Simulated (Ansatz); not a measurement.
## Calculated quadrupolar parameters for SiO2

The cell is a structure deposited in the COD.

Space group Pbcn (No. 60); a = 4.0970, b = 5.0462, c = 4.4946 Å.

```csv
site,Wyckoff,site symmetry,x,y,z
Si,4c,.2.,0.0000,0.1522,0.2500
O,8d,1,0.7336,0.6245,0.9186
```

One atom of each set is listed.

Level of theory: DFT, PBE, plane waves and PAW (field gradients read without the response of the frozen cores, which leaves them typically 4 to 6 % off), scalar-relativistic, 420 eV cutoff, Γ-centred 5×4×5 k-points, Fermi–Dirac smearing 0.02 eV (Ansatz 0.2.0).

Conventions: |V_zz| ≥ |V_yy| ≥ |V_xx|, η = (V_xx − V_yy)/V_zz, C_Q = eQV_zz/h.

¹⁷O: I = 5/2, Q = -25.58 mb. Nuclear quadrupole moments: year-2017 set (Pyykkö).

Task: Which values are expected at the nuclei?

Result: 

| site | atoms | first shell | V_zz (10²¹ V/m²) | η | C_Q (MHz) |
| --- | --- | --- | --- | --- | --- |
| Si | 4 | 6 O at 1.74–1.85 Å | 0.87 | 0.66 | – |
| O | 8 | 3 Si at 1.74–1.85 Å | -11.98 | 0.47 | 7.41 |

At O V_zz stands upright on the plane through its three neighbours (within 2°).

Si has no stable isotope with a ground-state quadrupole moment in the table, so no C_Q is given.

At this cell the PBE pressure is 6 GPa, so with PBE the cell would grow if it were relaxed. The largest force is 1.0 eV/Å, so the atoms aren't at the calculated equilibrium and relaxing them would move these values.

Hardware: 1 thread of AMD EPYC 9R45 (Zen 5) (x86_64; 16 cores open to the job, memory cap 3.0 GiB, no GPU), a shared host with a load of 0.2 a core. Wall time 2.5 s, CPU time 2.4 s, peak memory 0.45 GiB.
